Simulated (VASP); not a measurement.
Input of a VASP 6.6.1 run:

INCAR

```
SYSTEM = CuCl
  ALGO = Normal
  EDIFF = 1E-6
  EDIFFG = -0.01
  ENCUT = 600
  GGA = PS
  IBRION = 2
  ISIF = 3
  ISMEAR = 0
  LASPH = .TRUE.
  LCHARG = .FALSE.
  LREAL = .FALSE.
  LWAVE = .FALSE.
  NELM = 80
  NSW = 90
  PREC = Accurate
  SIGMA = 0.03
```

KPOINTS

```
k-points
0
G
  10 10 10
  0 0 0
```

Contents of POSCAR:

```
CuCl
1.0
    0.0000000000      2.7028500000      2.7028500000
    2.7028500000      0.0000000000      2.7028500000
    2.7028500000      2.7028500000      0.0000000000
Cu Cl
1 1
Direct
    0.0000000000      0.0000000000      0.0000000000
    0.2500000000      0.2500000000      0.2500000000
```

Potentials or basis: VASP PAW PBE potentials, release 64 (Cu, Cl).

Command:

```sh
$ cat potpaw_PBE.64/Cu/POTCAR potpaw_PBE.64/Cl/POTCAR > POTCAR
$ mpirun -np 1 vasp_std > vasp.out
```

Q: What does it give for the relaxed volume?

A: 18.60 Å³/atom.

Q: What does it give for the space group after relaxing (to 0.05 Å)?

A: F-43m (No. 216).

Q: What does it give for the band gap on the k mesh?

A: 0.55 eV, direct.

Q: Estimate the relaxed cell.

A: a = 3.747 Å, b = 3.747 Å, c = 3.747 Å, α = 60.00°, β = 60.00°, γ = 60.00°.

The path:
```tsv
step	energy change (eV)	largest force (eV/Å)	pressure (GPa)	volume (Å³)
1	0.0000	0.0000	-3.22	39.49
2	-0.0247	0.0000	-0.10	37.27
3	-0.0247	0.0000	-0.04	37.21
```

Caveat: the PAW data sets were made with another functional, which shifts forces and pressure a little.
